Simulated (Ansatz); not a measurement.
## A series in volume per atom on Co

Periodic Kohn-Sham DFT of a crystal at fixed atoms; pressure and stress are positive in compression; the energy is the free energy less that of spherical unpolarised free atoms; site moments are those in the method's own spheres, positive along +z. The results are calculated, by Ansatz 0.2.0.

Cell of the first row (space group P6_3/mmc, No. 194):
```
Co
1.0
      2.4676     0.0000     0.0000
     -1.2338     2.1370     0.0000
      0.0000     0.0000     4.0075
Co
2
Direct
  0.33333 0.66667 0.25000
  0.66667 0.33333 0.75000
```

Settings of every row: method all-electron LAPW; functional PBE; relativity scalar; k mesh 19x19x10; filling fermi-dirac; smearing width 0.05 eV; basis error target 0.5 meV/atom; nucleus gaussian.

Atom:
| element | start moment (bohr magneton) |
| --- | --- |
| Co | 2 |
| Co | 2 |

| row | volume per atom (Å³) | pressure (GPa) | energy less free atoms (eV/atom) | cell moment (bohr magneton) |
| --- | --- | --- | --- | --- |
| 1 | 10.566 | 6.117 | -8.2894 | 3.182 |
| 2 | 10.572 | 5.991 | -8.2896 | 3.183 |
| 3 | 10.791 | 1.34 | -8.2946 | 3.223 |
| 4 | 10.903 | ? | ? | ? |
| 5 | 11.016 | -2.934 | -8.2934 | 3.259 |
| 6 | 11.241 | -6.741 | -8.2866 | 3.293 |
| 7 | 11.353 | -8.48 | -8.2812 | 3.309 |
| 8 | 11.465 | -10.118 | -8.2747 | 3.325 |
| 9 | 11.578 | -11.664 | -8.2671 | 3.34 |
| 10 | 11.69 | -13.126 | -8.2584 | 3.355 |
| 11 | 11.915 | -15.82 | -8.238 | 3.379 |

Question: what pressure and energy less free atoms should row 4 give?

Worked fit of pressure. Take u = (V_r/V)^(2/3) − 1 with V_r = 11.297 Å³ an atom, which is twice the finite (Eulerian) strain; such expansions in the strain, on which the Birch-Murnaghan equation of state is built, carry the rest volume and the bulk modulus. The shown rows have u = 0.04561, 0.04521, 0.03102, 0.01693, 0.00332, -0.00329, -0.00979, -0.01625, -0.02254, -0.03488. Least squares give pressure = −7.6202 + 263.452 × u + 827.21 × u² GPa; a straight line predicts inner rows, each left out in turn, worse (root mean square 0.5 against 0.013 GPa). The rows lie off it by 0.000, 0.010, -0.008, -0.011, -0.005, -0.002, 0.002, 0.019, 0.012, -0.017 (root mean square 0.011 GPa). The pressure vanishes at u = 0.0267, or V = 10.86 Å³ an atom, and there the bulk modulus at fixed shape and fractions is B = −V dP/dV = (2/3)(1 + u) dP/du = 211 GPa. Letting shape and atoms relax would as a rule lower it, by much in layered, chain or molecular crystals. The withheld row has u = 0.02395, so the fit gives −7.6202 + 263.452 × (0.02395) + 827.21 × (0.02395)² = -0.836 GPa.

The calculation gave -0.857 GPa. The fit lies 0.021 GPa (2.5 % of the value, 0.096 % of the column's range) above it; its largest miss of a shown row is 0.019 GPa.

Worked fit of energy less free atoms. Take u = (V_r/V)^(2/3) − 1 with V_r = 11.297 Å³ an atom, which is twice the finite (Eulerian) strain; such expansions in the strain, on which the Birch-Murnaghan equation of state is built, carry the rest volume and the bulk modulus. The shown rows have u = 0.04561, 0.04521, 0.03102, 0.01693, 0.00332, -0.00329, -0.00979, -0.01625, -0.02254, -0.03488. Least squares give energy less free atoms = −8.28406 − 0.8057 × u + 14.9 × u² + 4.5 × u³ eV/atom; a parabola predicts inner rows, each left out in turn, worse (root mean square 8.8e-05 against 4.7e-05 eV/atom). All shown rows lie on it to the printed digit. Its lowest point lies at u = 0.0267, or V = 10.86 Å³ an atom, and the curvature there gives the bulk modulus at fixed shape and fractions, B = (4/9)(1 + u)² E″(u)/V = 211 GPa. Letting shape and atoms relax would as a rule lower it, by much in layered, chain or molecular crystals. The withheld row has u = 0.02395, so the fit gives −8.28406 − 0.8057 × (0.02395) + 14.9 × (0.02395)² + 4.5 × (0.02395)³ = -8.2947 eV/atom.

The calculation gave -8.2948 eV/atom. The fit lies 0.0001 eV/atom (0.18 % of the column's range) above it, one unit of the last digit.

The other values of row 4: cell moment 3.242 bohr magneton.
